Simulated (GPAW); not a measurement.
Runs of GPAW 26.7.0 on W. It takes space group Im-3m (No. 229, cubic). Conventional cell: a = 3.165 Å, b = 3.165 Å, c = 3.165 Å, α = 90.00°, β = 90.00°, γ = 90.00°. W (site symmetry m-3m) is surrounded by 8 W at 2.74 Å. 

```tsv
task	level	potentials or basis	U	k mesh	cutoff (eV)	hybrids on these orbitals	band path	band points	mesh quality	pressure (GPa)	V0 of scaled cells (Å³/atom)	B0 (GPa)
equation of state	PBE+D3	GPAW PAW data sets (gpaw-data 1.2.1), pw	-	12 × 12 × 12	600	-	-	-	not flagged	-	15.74	319
equation of state	PBE+D3(BJ)	GPAW PAW data sets (gpaw-data 1.2.1), pw	-	12 × 12 × 12	600	-	-	-	not flagged	-	15.76	315
equation of state	PBEsol+D4	PAW data sets generated in the run's folder for this functional, pw	-	12 × 12 × 12	600	-	-	-	not flagged	-	(a)	(b)
equation of state	PBEsol+D3	PAW data sets generated in the run's folder for this functional, pw	-	12 × 12 × 12	600	-	-	-	not flagged	-	15.36	333
one-shot levels on a semilocal density	LDA	the program's PAW data sets (release 1.2.1) made for this functional, pw	-	7 × 7 × 7	500	["HSE06", "HSE03", "B3LYP"]	-	-	coarse	-9.3	-	-
band structure	PBE+U	GPAW PAW data sets (gpaw-data 1.2.1), pw	W d U = 3 eV	12 × 12 × 12	600	-	GHNGPH,PN	80	not flagged	10.5	-	-
```

Alike in all rows: no spin polarisation; cell as given; smearing fermi-dirac 0.05 eV.

Question: Fill in the values left out.

Answer: (a) 15.49; (b) 326.

Caveats: some runs use coarse meshes; the cutoff is short for stress and forces, so pressures can be off by a GPa or more (some runs); one-shot exact exchange on a metal's smeared states is rough (some runs); spin-orbit coupling is left out, which moves the levels of the heavy elements (some runs); U without spin polarisation on a metal has little footing (some runs); the U is typed as a test and isn't derived for this compound (some runs).
